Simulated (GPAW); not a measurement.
# MoS2 (R3m) in GPAW: single point with LDA+U

Aim: the single point of MoS2 with LDA+U.

All numbers are computed with GPAW 26.7.0; they aren't measurements. Logs are shortened: lines on timing, memory, paths and dates and some standing lists are left out, and cuts for length are marked. The log counts tension as positive stress, the text compression.

### Step 1. The structure

Symmetry: R3m, No. 160, trigonal system. Conventional cell: a = 3.160 Å, b = 3.160 Å, c = 18.450 Å, α = 90.00°, β = 90.00°, γ = 120.00°. Around Mo (site symmetry 3m) lie 6 S at 2.39 Å. S (site symmetry 3m) is surrounded by 3 Mo at 2.39 Å. Around S (site symmetry 3m) lie 3 Mo at 2.39 Å.

Measurements of this composition are mostly on another form, of space group No. 194.

### Step 2. Single point, LDA+U

run.py reads:

```python
from ase import Atoms
from ase.dft.bandgap import bandgap
from ase.io import write
from ase.units import GPa
from gpaw import GPAW, PW

atoms = Atoms(['Mo', 'S', 'S'],
              cell=[[1.58, 0.9122134253, 6.15],
                    [-1.58, 0.9122134253, 6.15],
                    [0.0, -1.8244268506, 6.15]],
              scaled_positions=[[0.0, 0.0, 0.0],
                                [0.417, 0.417, 0.417],
                                [0.25, 0.25, 0.25]],
              pbc=True)

calc = GPAW(mode=PW(500),
            xc='LDA',
            kpts={'size': (8, 8, 8), 'gamma': True},
            occupations={'name': 'fermi-dirac', 'width': 0.05},
            setups={'Mo': ':d,6.2'},
            nbands=25,
            maxiter=120,
            txt='gpaw.txt')
atoms.calc = calc
energy = atoms.get_potential_energy()
forces = atoms.get_forces()
stress = atoms.get_stress()
calc.write('gs.gpw')
write('result.traj', atoms)
print(f'Energy: {energy:.6f} eV')
print('Forces (eV/A):')
print(forces.round(4))
print('Stress (GPa):', (stress / GPa).round(3))
print('Fermi level:', round(calc.get_fermi_level(), 4), 'eV')
print(f'Gap: {bandgap(calc)[0]:.4f} eV, direct: {bandgap(calc, direct=True)[0]:.4f} eV')
```

Potentials or basis: the program's PAW data sets (release 1.2.1) made for this functional, pw.

Launch:

```console
> OMP_NUM_THREADS=1 python run.py
```

gpaw.txt:

```text
__  _  _
 | _ |_)|_||  |
 |__||  | ||/\| - 26.7.0

Input parameters:
  mode=PW(ecut=500.0),
  kpts=MonkhorstPack(size=(8, 8, 8), gamma=True),
  maxiter=120,
  nbands=25,
  occupations=Occupations(name='fermi-dirac', width=0.05),
  setups={'Mo': ':d,6.2'},
  xc=XC(name='LDA')

Diagonalizing LCAO Hamiltonian
Converting LCAO to pw mode

       S

       S

       Mo

Atoms  # Å, Bohr magnetons
|   | symbol |        x |         y |        z |    initial magnetic moments |
|---|--------|----------|-----------|----------|-----------------------------|
| 0 |     Mo | 0.000000 |  0.000000 | 0.000000 | ( 0.0000,  0.0000,  0.0000) |
| 1 |      S | 0.000000 | -0.000000 | 7.693650 | ( 0.0000,  0.0000,  0.0000) |
| 2 |      S | 0.000000 |  0.000000 | 4.612500 | ( 0.0000,  0.0000,  0.0000) |

Unit cell  # Å
| periodic |         x |         y |        z |  lengths |    angles |
|----------|-----------|-----------|----------|----------|-----------|
|      yes |  1.580000 |  0.912213 | 6.150000 | 6.414907 | 28.517500 |
|      yes | -1.580000 |  0.912213 | 6.150000 | 6.414907 | 28.517500 |
|      yes |  0.000000 | -1.824427 | 6.150000 | 6.414907 | 28.517500 |

Number of symmetries: 6
Symmetry operations  # r_c * U_cc + t_c -> r_c
|   | kind |            matrix            |
|---|------|------------------------------|
| 0 |  E   |  1, 0, 0,  0, 1, 0,  0, 0, 1 |
| 1 |  σ   |  1, 0, 0,  0, 0, 1,  0, 1, 0 |
| 2 |  σ   |  0, 1, 0,  1, 0, 0,  0, 0, 1 |
| 3 |  C3  |  0, 1, 0,  0, 0, 1,  1, 0, 0 |
| 4 |  C3  |  0, 0, 1,  1, 0, 0,  0, 1, 0 |
| 5 |  σ   |  0, 0, 1,  0, 1, 0,  1, 0, 0 |

BZ-sampling:
  Number of BZ points: 512
  Number of IBZ points: 65

  Monkhorst-Pack size: [8, 8, 8]
  Monkhorst-Pack shift: [0.0625, 0.0625, 0.0625]

K-points  # in reciprocal-cell coordinates
|     |                                coordinates |     weight |
|-----|--------------------------------------------|------------|
|   0 | (  0.00000000,   0.00000000,   0.00000000) | 0.00195312 |
|   1 | (  0.12500000,   0.00000000,  -0.12500000) | 0.01171875 |
|   2 | (  0.12500000,   0.00000000,   0.00000000) | 0.01171875 |
|   3 | (  0.12500000,   0.12500000,  -0.12500000) | 0.01171875 |
|   4 | (  0.12500000,   0.12500000,   0.00000000) | 0.01171875 |
|   5 | (  0.12500000,   0.12500000,   0.12500000) | 0.00390625 |
|   6 | (  0.25000000,  -0.12500000,  -0.12500000) | 0.01171875 |
|   7 | (  0.25000000,   0.00000000,  -0.25000000) | 0.01171875 |
|   8 | (  0.25000000,   0.00000000,  -0.12500000) | 0.02343750 |
|   9 | (  0.25000000,   0.00000000,   0.00000000) | 0.01171875 |
| ... |                                            |            |
|  64 | (  0.50000000,   0.50000000,   0.50000000) | 0.00195312 |

Plane wave coefficients: 1367
Cutoff: 500.0 eV

Spin-components: 1 (collinear spins)
Bands:           25
Projectors:      16
Spin-degeneracy: 2
Datatype:        complex128

Parallelization:
  kpt:    1
  domain: 1
  band:   1

Density:
  Valence electrons: 26.0
  Components: 1
  Grid points: [35 35 35]
  Charge: 0.0  # |e|

Potential:
  Grid points: [35 35 35]

species:
  Mo:
    name:    Molybdenum
    Z:       42.0
    valence: 14
    core:    28
    charge:  0.0  # [|e|]
    Hubbard: {U: 6.2,  # eV
              l: 2,
              scale: True}
    compensation charges:
      type: gauss
      rc: 0.38  # [Å]
      lmax: 2
    cutoffs:
      filter: 2.16  # [Å]
      core: 1.42  # [Å]
    projectors
    | kind |    occ | energy [eV] | rcut [Å] |
    |------|--------|-------------|----------|
    |   4s |  2.000 |     -64.384 |    1.238 |
    |   5s |  1.000 |      -4.319 |    1.238 |
    |   4p |  6.000 |     -38.595 |    1.296 |
    |   5p |  0.000 |      -1.161 |    1.296 |
    |   4d |  5.000 |      -3.933 |    1.296 |
    |    d |        |      23.278 |    1.296 |

    Using partial waves for Mo as LCAO basis

  S:
    name:    Sulfur
    Z:       16.0
    valence: 6
    core:    10
    charge:  0.0  # [|e|]
    compensation charges:
      type: gauss
      rc: 0.24  # [Å]
      lmax: 2
    cutoffs:
      filter: 1.77  # [Å]
      core: 1.66  # [Å]
    projectors
    | kind |    occ | energy [eV] | rcut [Å] |
    |------|--------|-------------|----------|
    |   3s |  2.000 |     -17.278 |    0.974 |
    |   3p |  4.000 |      -7.106 |    0.979 |
    |    s |        |       9.933 |    0.974 |
    |    p |        |      20.105 |    0.979 |
    |    d |        |       0.000 |    0.900 |

    Using partial waves for S as LCAO basis

Reference energy: -131668.980924  # eV

eigensolver:
  PPCG
  Converge bands: occupied
  niter=2

density mixing:
  MSR1-Mixer
  Pratt-step length: 0.05
  Maximum mixing coefficient: 0.75
  Old densities: 10
  SVD Regularization: 0.005
  Good broyden scale: 1.0
  Trust region scale: 1.0
  Backstep threshold: 4.0
  History deletion threshold: 6.0
  Fourier metric: weight=20.0, sigma=0.015

occupation numbers:
  Fermi-Dirac:
    width: 0.0500  # eV

poisson solver:
  ecut: 4000.0  # eV

xc functional:
  name: None

convergence criteria:
- Maximum [total energy] change in last 3 cyles: 0.0005 eV / valence electron
- Maximum integral of absolute [dens]ity change: 0.0001 electrons / valence electron
- Maximum integral of absolute [eigenst]ate change: 4e-08 eV^2 / valence electron
maximum number of iterations: 120

SCF iterations
|iter     | |      energy | eigst |  dens |
|---------|-|-------------|-------|-------|
|iter:   1| |  -18.699625 | +0.33 |       |
|iter:   2| |  -18.226751 | -1.59 | -1.00 |
|iter:   3| |  -17.142062 | -1.27 | -1.06 |
|iter:   4| |  -17.114281 | -2.46 | -1.54 |
|iter:   5| |  -17.119835 | -3.34 | -1.89 |
|iter:   6| |  -17.123433c| -4.14 | -2.56 |
|iter:   7| |  -17.127533c| -4.32 | -2.72 |
|iter:   8| |  -17.132808c| -4.13 | -2.80 |
|iter:   9| |  -17.159227 | -2.61 | -2.78 |
|iter:  10| |  -17.187225 | -2.59 | -2.43 |
|iter:  11| |  -17.172589 | -2.39 | -2.39 |
|iter:  12| |  -17.190053 | -2.32 | -2.49 |
|iter:  13| |  -17.149154 | -2.29 | -2.63 |
|iter:  14| |  -17.141460 | -3.43 | -2.81 |
|iter:  15| |  -17.141493c| -5.50 | -2.88 |
|iter:  16| |  -17.141909c| -6.39 | -2.87 |
|iter:  17| |  -17.144665c| -4.58 | -2.87 |
|iter:  18| |  -17.146178c| -4.93 | -2.90 |
|iter:  19| |  -17.150035c| -4.38 | -2.87 |
|iter:  20| |  -17.146563c| -4.42 | -2.90 |
|iter:  21| |  -17.152028c| -4.09 | -2.91 |
|iter:  22| |  -17.198950 | -2.34 | -2.90 |
|iter:  23| |  -17.181787 | -2.34 | -2.75 |
|iter:  24| |  -17.193638 | -2.34 | -2.46 |
|iter:  25| |  -17.196680 | -4.39 | -2.87 |
|iter:  26| |  -17.186410c| -2.39 | -2.96 |
|iter:  27| |  -17.203610 | -2.91 | -2.54 |
|iter:  28| |  -17.191213 | -2.81 | -3.09 |
|iter:  29| |  -17.200836c| -3.33 | -2.86 |
|iter:  30| |  -17.203547c| -3.49 | -3.12 |
|iter:  31| |  -17.203547c| -5.29 | -4.63c|
|iter:  32| |  -17.203551c| -6.61 | -4.39c|
|iter:  33| |  -17.203551c| -7.06 | -4.86c|
|iter:  34| |  -17.203551c| -7.98c| -5.22c|

Converged in 34 steps
Energy contributions relative to reference atoms: (reference = -131668.980924)

Energy contributions:
  Kinetic:           9.585845
  Coulomb:         -12.769871
  Zero:             -0.267499
  External:          0.000000
  Xc:              -13.752024
  Entropy:          -0.000007
  Spinorbit:         0.000000
  ----------------------------
  Free energy:     -17.203555
  Extrapolated:    -17.203551

dipole moment: (0.000000, 0.000000, -85.970014)  # |e|*Ang

Fermi level: 7.582
Eigenvalues  # (at kpt = [0.000, 0.000, 0.000])
| band index |      eig [eV] | occ [0-2] |
|------------|---------------|-----------|
|          0 |       -53.386 |     2.000 |
|        ... |               |           |
|          5 |        -5.104 |     2.000 |
|          6 |         0.471 |     2.000 |
|          7 |         5.076 |     2.000 |
|          8 |         5.076 |     2.000 |
|          9 |         5.288 |     2.000 |
|         10 |         6.149 |     2.000 |
|         11 |         6.149 |     2.000 |
|         12 |         6.965 |     2.000 |
|         13 |        10.408 |     0.000 |
|         14 |        10.408 |     0.000 |
|         15 |        10.883 |     0.000 |
|         16 |        10.883 |     0.000 |
|         17 |        13.321 |     0.000 |
|         18 |        16.102 |     0.000 |
|         19 |        16.223 |     0.000 |
|         20 |        18.278 |     0.000 |
|        ... |               |           |
|         24 |        20.686 |     0.000 |

Gap: 0.922 eV
Transition (v -> c):
  (s=0, k=2, n=12, [0.12, 0.00, 0.00]) -> (s=0, k=45, n=13, [0.50, 0.12, -0.12])
Direct/indirect transitions are different
Direct gap: 1.420 eV
Transition at: (s=0, k=45, n=12, [0.50, 0.12, -0.12])

Forces  # eV/Ang
|        x |        y |        z |
|----------|----------|----------|
|  0.00000 | -0.00000 |  0.08718 |  # Mo   0
| -0.00000 | -0.00000 |  0.04755 |  # S    1
| -0.00000 |  0.00000 | -0.13470 |  # S    2

Stress tensor  # eV/Ang^3
|         x |         y |         z |
|-----------|-----------|-----------|
| -0.036931 |  0.000000 |  0.000000 |
|  0.000000 | -0.036931 | -0.000000 |
|  0.000000 | -0.000000 |  0.002910 |

# Writing to gs.gpw (mode='')
```

Wall time 6.7 min (1 thread of Arm Neoverse V2, shared host); peak memory 0.25 GiB.

Results:

* Free energy: -17.2036 eV
* Pressure: 3.8 GPa
* Largest force: 0.135 eV/Å
* Band gap on the k mesh: 0.92 eV, indirect (least direct gap 1.42 eV)

Forces on the atoms (eV/Å):
```
Mo   0.000  0.000  0.087
S    0.000  0.000  0.048
S    0.000  0.000 -0.135
```

Levels at points of the mesh, in eV from the valence-band top:
| k point | band 11 | band 12 | band 13 | band 14 | band 15 | band 16 |
| --- | --- | --- | --- | --- | --- | --- |
| (0.00, 0.00, 0.00) | -1.00 | -1.00 | -0.18 | 3.26 | 3.26 | 3.74 |
| (0.50, 0.00, 0.00) | -1.52 | -1.16 | -0.54 | 2.03 | 3.27 | 4.64 |
| (0.50, 0.50, 0.00) | -1.83 | -1.22 | -0.73 | 2.23 | 3.23 | 4.16 |
| (0.50, 0.50, 0.50) | -0.96 | -0.96 | -0.39 | 3.36 | 3.36 | 3.60 |

Caveat: the cutoff is short for stress and forces, so pressures can be off by a GPa or more; the program warned that so skewed a cell can give wrong results. A k mesh can miss the band edges.
